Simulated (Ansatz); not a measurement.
**Ionic part of the dielectric constant of AlP at 20 GPa, mode by mode**

Computed with DFT LDA, scalar-relativistic, plane waves, PAW in Ansatz 0.2.0. Settings: 420 eV plane-wave cutoff, Γ-centred 10×10×10 mesh, fixed occupations. No spin polarisation. Phonons by linear response, acoustic sum rule imposed.

Symmetry: F-43m, No. 216, cubic system. The conventional cell has a = 5.151 Å, b = 5.151 Å, c = 5.151 Å, α = 90.00°, β = 90.00°, γ = 90.00°. Around Al (site symmetry -43m) lie 4 P at 2.23 Å. P (site symmetry -43m) is surrounded by 4 Al at 2.23 Å.

Other phases may be more stable at this pressure.

The primitive cell has V = 34.17 Å³ and ε∞,xx = 8.349. Each polar mode adds Δε = (4.92064×10⁷/V)·S/ν² along x, with S its oscillator strength in e²/amu, ν in cm⁻¹ and V in Å³.

Task: From these modes, find each Δε and ε0,xx.
```
ν (cm⁻¹) S_xx (e²/amu)
   532.5         0.3134
```

Result:
```tsv
ν (cm⁻¹)	Δε
532.5	1.59
```

The sum is 1.592, so ε0,xx = 9.94; the run's tensor has 9.94.

Task: Where do the longitudinal modes lie for a wave vector along x?

Result: At 581 cm⁻¹. The Lyddane–Sachs–Teller product Π(ν_LO/ν_TO)² = 1.19 matches ε0/ε∞ = 1.19.

Cost: 1 run of about 0.76 core-minutes, on AMD EPYC 7R43 (Zen 3) (shared hosts).

Electronic polarisation dominates the static response of compressed AlP: the lattice adds only 1.592 to an ε∞ of 8.349. With two atoms in the primitive cell, the whole ionic part comes from one triply degenerate transverse optical mode, in which the Al and P sublattices move against each other. Its contribution is set by the squared Born effective charge over the restoring force constant. The reduced mass cancels, so the light atoms help raise the frequency to 532.5 cm⁻¹ but don't themselves make the ionic term small. That reflects stiff, partly covalent sp³ bonds and a moderate dynamical charge.

The same charge creates the macroscopic field that lifts the longitudinal mode to 581 cm⁻¹, while electronic screening limits the splitting. LDA usually makes semiconductors too polarisable, so ε∞ is probably somewhat high and the splitting correspondingly low. The Lyddane–Sachs–Teller agreement confirms internal consistency, not the accuracy of either quantity. A single pressure doesn't show how compression divides its effect between bond stiffness and dynamical charge.
